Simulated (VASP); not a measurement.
# Au: single point with PBE

Crystal: Au.

```
Au
1.0
     2.90000    0.00000    0.00000
    -1.45000    2.51147    0.00000
     0.00000    0.00000    4.88000
Au
2
Direct
  0.33333 0.66667 0.75000
  0.66667 0.33333 0.25000
```

This isn't the form of Au at room conditions, which is fcc.

```
Program             : VASP 6.6.1
Task                : single point
Functional          : PBE
Potentials or basis : VASP PAW PBE potentials, release 64 (Au)
Cutoff              : 520 eV
k mesh              : 14 × 14 × 8
Occupations         : fermi-dirac, width 0.01 eV
Spin                : no spin polarisation
```

```
Pressure               : 1.8 GPa
Band gap on the k mesh : none (metal or under the smearing width)
```

Stress tensor (GPa, compression positive):
```
2.03 0.00 0.00
0.00 2.03 0.00
0.00 0.00 1.18
```

Levels at points of the mesh, in eV from the Fermi level:
| k point | band 7 | band 8 | band 9 | band 10 | band 11 | band 12 | band 13 | band 14 | band 15 | band 16 |
| --- | --- | --- | --- | --- | --- | --- | --- | --- | --- | --- |
| (0.00, 0.00, 0.00) | -4.08 | -3.42 | -3.42 | -2.16 | -2.16 | -0.96 | 2.45 | 14.62 | 15.64 | 16.72 |
| (0.50, 0.00, 0.00) | -3.52 | -1.95 | -1.85 | -1.69 | 0.37 | 1.50 | 5.64 | 7.06 | 7.14 | 10.25 |
| (0.00, 0.00, 0.50) | -4.40 | -4.40 | -2.59 | -2.59 | -2.59 | -2.59 | 10.31 | 10.31 | 14.90 | 14.90 |
| (0.50, 0.00, 0.50) | -2.36 | -2.36 | -1.75 | -1.75 | 0.55 | 0.55 | 3.76 | 3.76 | 13.02 | 13.02 |

It took 27 s on 1 thread of AMD EPYC 9R45 96-Core Processor (Zen 5), with other jobs on the host, peak memory 0.17 GiB.

The run has no spin-orbit coupling, so splittings on Au are missing.
